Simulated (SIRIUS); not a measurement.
Ge in SIRIUS: convergence with smearing width

Crystal: Ge.

```
Ge
1.0
     0.00000    2.82891    2.82891
     2.82891    0.00000    2.82891
     2.82891    2.82891    0.00000
Ge
2
Direct
  0.73287 0.77504 0.73162
  0.50410 0.49316 0.50868
```

The cell isn't the ideal one: atoms moved at random, drawn with an rms of 0.1 Å.

| Item | Value |
| --- | --- |
| Program | SIRIUS 7.10.0 |
| Task | single point |
| Functional | PBEsol |
| Potentials or basis | GBRV 1.5 PBEsol (ultrasoft) |
| Cutoff | 557 eV |
| Density cutoff | 5442 eV |
| k mesh | 4 × 4 × 4 |
| Occupations | cold, width 0.4 eV |
| Spin | no spin polarisation |

These are the settings of the first run; the series varies smearing width, with any setting tied to it.

Hardware: 1 thread of Arm Neoverse V1, with other jobs on the host.

The values tried are 0.4 eV, 0.3 eV, 0.2 eV, 0.136 eV, 0.1 eV, 0.05 eV, 0.025 eV, 0.01 eV, loosest first. From which on does the largest force stay within 0.005 eV/Å of the tightest run that finished?

From 0.05 eV on.

```tsv
smearing width	energy less the tightest run (meV/atom)	pressure (GPa)	largest force (eV/Å)	SCF cycles	CPU time (s)	peak memory (GiB)
0.4 eV	0.75	1.59	1.539	17	37	0.34
0.3 eV	-0.38	1.58	1.557	17	37	0.34
0.2 eV	-0.66	1.92	1.503	17	37	0.34
0.136 eV	-0.26	1.97	1.485	17	37	0.34
0.1 eV	-0.07	1.95	1.478	17	37	0.34
0.05 eV	0.03	1.85	1.467	17	37	0.34
0.025 eV	0.02	1.77	1.463	17	37	0.34
0.01 eV	0.00	1.77	1.462	17	37	0.34
```

Against the tightest run, the energy stays within 1 meV/atom from 0.4 eV on; the pressure stays within 0.1 GPa from 0.05 eV on. Narrower smearing needs a denser k mesh, so at a fixed mesh the narrowest width isn't the most accurate. The tightest run that finished is the yardstick and may itself not be fully converged.

Caveat, for the tightest run too: the k mesh is coarse (spacing up to 0.48 Å⁻¹), so the values aren't converged.
